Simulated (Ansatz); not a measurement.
Density of states of Te₂Mo (P6_3/mmc, a = 3.496 Å, b = 3.496 Å, c = 13.701 Å, α = 90.00°, β = 90.00°, γ = 120.00°), in states per eV and primitive cell, averaged over bins of 0.3 eV. Computed with DFT PBE+D3(BJ), scalar-relativistic, plane waves, PAW in Ansatz 0.2.0.

Plane waves to 420 eV, a k mesh through Γ of 12×12×2 on the computed 6-atom cell and Gaussian smearing (0.02 eV); no spin polarisation.

The cell is relaxed at this level. The states (both spins) are summed by tetrahedra on a 18×18×3 mesh at the self-consistent density. Energies are bin centres; the table starts no lower than −8 eV and ends at 6 eV, or lower where the solved bands end.

The gap is 0.60 eV at this level, with the zero inside it.

| E − E_F (eV) | total | Mo 4d | Te 5p | Mo 5s | Te 5s |
| --- | --- | --- | --- | --- | --- |
| -6.30 | 0.36 | 0.05 | 0.27 | 0.03 | 0.01 |
| -6.00 | 1.70 | 0.24 | 1.26 | 0.13 | 0.04 |
| -5.70 | 2.55 | 0.40 | 1.86 | 0.18 | 0.07 |
| -5.40 | 5.59 | 1.12 | 4.05 | 0.23 | 0.12 |
| -5.10 | 5.80 | 1.38 | 4.12 | 0.11 | 0.13 |
| -4.80 | 3.52 | 0.88 | 2.41 | 0.07 | 0.11 |
| -4.50 | 2.36 | 0.57 | 1.56 | 0.08 | 0.11 |
| -4.20 | 4.96 | 1.28 | 3.20 | 0.14 | 0.26 |
| -3.90 | 3.96 | 1.03 | 2.60 | 0.10 | 0.17 |
| -3.60 | 5.70 | 1.74 | 3.38 | 0.15 | 0.33 |
| -3.30 | 4.48 | 1.50 | 2.61 | 0.09 | 0.19 |
| -3.00 | 5.83 | 2.30 | 3.19 | 0.06 | 0.17 |
| -2.70 | 4.67 | 2.22 | 2.24 | 0.04 | 0.09 |
| -2.40 | 6.07 | 2.50 | 3.19 | 0.04 | 0.22 |
| -2.10 | 7.41 | 3.02 | 3.98 | 0.05 | 0.21 |
| -1.80 | 7.34 | 3.40 | 3.61 | 0.04 | 0.12 |
| -1.50 | 7.40 | 3.83 | 3.24 | 0.05 | 0.07 |
| -1.20 | 2.76 | 1.66 | 0.98 | 0.01 | 0.05 |
| -0.90 | 7.05 | 3.89 | 2.84 | 0.08 | 0.09 |
| -0.60 | 3.22 | 1.71 | 1.35 | 0.03 | 0.06 |
| -0.30 | 0.59 | 0.19 | 0.36 | 0.00 | 0.03 |
| 0.00 | 0.00 | 0.00 | 0.00 | 0.00 | 0.00 |
| 0.30 | 0.19 | 0.12 | 0.05 | 0.00 | 0.01 |
| 0.60 | 2.39 | 1.60 | 0.61 | 0.03 | 0.07 |
| 0.90 | 6.00 | 4.24 | 1.37 | 0.07 | 0.11 |
| 1.20 | 8.73 | 5.97 | 2.16 | 0.20 | 0.14 |
| 1.50 | 6.11 | 3.54 | 2.07 | 0.12 | 0.13 |
| 1.80 | 6.13 | 3.01 | 2.64 | 0.05 | 0.15 |
| 2.10 | 5.24 | 2.22 | 2.58 | 0.02 | 0.15 |
| 2.40 | 3.32 | 1.24 | 1.77 | 0.01 | 0.11 |
| 2.70 | 4.78 | 1.78 | 2.57 | 0.02 | 0.16 |
| 3.00 | 4.38 | 1.60 | 2.35 | 0.05 | 0.15 |
| 3.30 | 3.20 | 1.11 | 1.60 | 0.16 | 0.09 |
| 3.60 | 2.35 | 0.79 | 0.96 | 0.25 | 0.10 |
| 3.90 | 1.56 | 0.38 | 0.50 | 0.34 | 0.06 |
| 4.20 | 1.60 | 0.16 | 0.26 | 0.54 | 0.03 |
| 4.50 | 1.78 | 0.11 | 0.23 | 0.60 | 0.03 |
| 4.80 | 1.75 | 0.09 | 0.22 | 0.53 | 0.03 |
| 5.10 | 1.41 | 0.05 | 0.15 | 0.34 | 0.02 |
| 5.40 | 1.71 | 0.05 | 0.17 | 0.36 | 0.03 |
| 5.70 | 2.17 | 0.05 | 0.18 | 0.35 | 0.05 |

The columns after the total are the main Löwdin projections on the occupied valence shells of the potentials; 1 other is left out. The rest of the total lies in those, in shells that are empty in the free atom, which aren't projected, and between the atoms.

Spin-orbit coupling is left out, which matters for the bands of heavy elements.